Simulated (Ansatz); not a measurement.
## Rb, diamond: how the functional moves the structure

All rows: Ansatz, plane waves with scalar-relativistic PAW, 420 eV (500 eV for the SCAN forms), relaxed under each functional, no dispersion correction, no zero-point motion. B₀ comes from uniform scaling at fixed shape; a dash is a value not given.

```tsv
functional	V (Å³/atom)	cell	B₀ (GPa)	magnetic state	ΔE to bcc (meV/atom)
PBE	140.44	a = 10.396 Å	1	spin not included	261
PBEsol	130.63	a = 10.148 Å	1	spin not included	282
LDA	117.59	a = 9.798 Å	-	spin not included	278
revPBE	156.55	a = 10.779 Å	1	spin not included	252
RPBE	158.85	a = 10.832 Å	1	spin not included	249
BLYP	168.11	a = 11.038 Å	1	spin not included	110
```

**Question.** What does r²SCAN give?

**Answer.** V (Å³/atom): 141.79; cell: a = 10.429 Å; B₀ (GPa): 1; magnetic state: spin not included; ΔE to bcc (meV/atom): 307.
